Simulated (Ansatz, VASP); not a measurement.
## Ru: VASP beside Ansatz

File INCAR:

```
SYSTEM = Ru
PREC = Accurate
ENCUT = 520
EDIFF = 1E-6
ISMEAR = 0
SIGMA = 0.15
LREAL = .False.
LASPH = .True.
NELM = 80
ALGO = Fast
ISIF = 2
LWAVE = .False.
LCHARG = .False.
GGA = PE
NBANDS = 13
```

File KPOINTS:

```
regular mesh
0
Gamma
  20 20 20
  0 0 0
```

File POSCAR:

```
Ru
1.0
   -0.1333558828      1.9336602999      1.9336602999
    1.9336602999     -0.1333558828      1.9336602999
    1.9336602999      1.9336602999     -0.1333558828
Ru
1
Direct
    0.0000000000      0.0000000000      0.0000000000
```

Input for Ansatz:

```yaml
crystal:
  lattice:
    - [-0.1333558828, 1.9336602999, 1.9336602999]
    - [1.9336602999, -0.1333558828, 1.9336602999]
    - [1.9336602999, 1.9336602999, -0.1333558828]
  atoms:
    - { symbol: Ru, position: [0.0, 0.0, 0.0] }
basis:
  ecutwfc: 420
kpoints:
  mp_grid: { grid: [20, 20, 20] }
hamiltonian:
  xc: pbe
scf:
  occupations: { method: gaussian, width: 0.15 }
output:
  forces: true
  stress: true
  eigenvalues: true
```

Change from the starting cell: equal engineering shear yz, xz and xy -0.0700, equal normal strain along x, y and z +0.0500.

Alike in both runs: task single point; functional PBE; k mesh 20 × 20 × 20; occupations gaussian, width 0.15 eV; no spin polarisation.

|  | VASP | Ansatz |
| --- | --- | --- |
| version | VASP 6.6.1 | Ansatz 0.2.0 |
| potentials or method | VASP PAW PBE potentials, release 64 (Ru_pv) | scalar-relativistic, plane waves, PAW |
| plane-wave cutoff (eV) | 520 | 420 |
| valence electrons in the cell | 14 | 16 |

|  | VASP | Ansatz | Ansatz less VASP |
| --- | --- | --- | --- |
| gap on the k mesh at the Fermi level (eV) | none | none | - |
| pressure (GPa) | -28.1 | -27.9 | +0.18 |
| largest component of the traceless stress (GPa) | 9.68 | 9.70 | +0.017 |

A gap of «none» marks a metal or a gap that the smearing closes. The functional is the same, so the differences come from potentials, cutoffs and numerics. The two sets of potentials don't hold the same shells in valence.

Caveats: so large a pressure means that the cell lies far from this level's equilibrium, or that cutoff or potentials fall short (VASP).
